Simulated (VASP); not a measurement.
A run of VASP 6.6.1 is set up as follows.

File INCAR:

```
PREC = Accurate
ENCUT = 520
EDIFF = 1E-6
ISMEAR = -1
SIGMA = 0.05
LREAL = False
LASPH = True
NELM = 60
ALGO = Fast
ISIF = 2
LWAVE = False
LCHARG = False
LDIPOL = True
IDIPOL = 3
DIPOL = 0.5 0.5 0.500
GGA = RP
IBRION = 2
NSW = 60
EDIFFG = -0.005
```

Contents of KPOINTS:

```
regular mesh
0
Gamma
  5 5 1
```

The input POSCAR:

```
Ca
1.0
    4.1929749200      0.0000000000      0.0000000000
    0.0000000000      4.2034636200      0.0000000000
    0.0000000000      0.0000000000     24.7814098400
Ca
5
Selective dynamics
Direct
    0.0000000000      0.0000000000      0.3026462194  F F F
    0.5000000000      0.5000000000      0.4013231097  F F F
    0.0000000000      0.0000000000      0.5000000000  T T T
    0.5000000000      0.5000000000      0.5986768903  T T T
    0.0000000000      0.0000000000      0.6973537806  T T T
```

Potentials or basis: VASP PAW PBE potentials, release 64 (Ca_sv).

Launch:

```sh
$ cat potpaw_PBE.64/Ca_sv/POTCAR > POTCAR
$ mpirun -np 1 vasp_std > vasp.out
```

Problem. Estimate the energy gained by relaxing.

Solution. 2.4 meV/atom.

Problem. Predict the band gap on the k mesh.

Solution. None (metal or under the smearing width).

The path:
| step | energy change (eV) | largest force (eV/Å) | pressure (GPa) |
| --- | --- | --- | --- |
| 1 | 0.0000 | 0.0810 | -0.13 |
| 2 | -0.0003 | 0.0804 | -0.13 |
| 3 | -0.0012 | 0.0805 | -0.13 |
| 4 | -0.0024 | 0.0797 | -0.15 |
| 5 | -0.0036 | 0.0882 | -0.18 |
| 6 | -0.0043 | 0.0790 | -0.19 |
| 7 | -0.0060 | 0.0772 | -0.21 |
| 8 | -0.0073 | 0.0903 | -0.24 |
| 9 | -0.0085 | 0.0795 | -0.25 |
| 10 | -0.0108 | 0.0783 | -0.28 |
| 11 | -0.0118 | 0.0990 | -0.34 |
| 12 | -0.0120 | 0.0807 | -0.32 |
| 13 | -0.0120 | 0.0799 | -0.32 |
| 14 | -0.0121 | 0.0807 | -0.32 |
| 15 | -0.0121 | 0.0814 | -0.31 |
| 16 | -0.0121 | 0.0815 | -0.31 |
| 17 | -0.0121 | 0.0815 | -0.31 |

Caveat: the PAW data sets were made with another functional, which shifts forces and pressure a little.
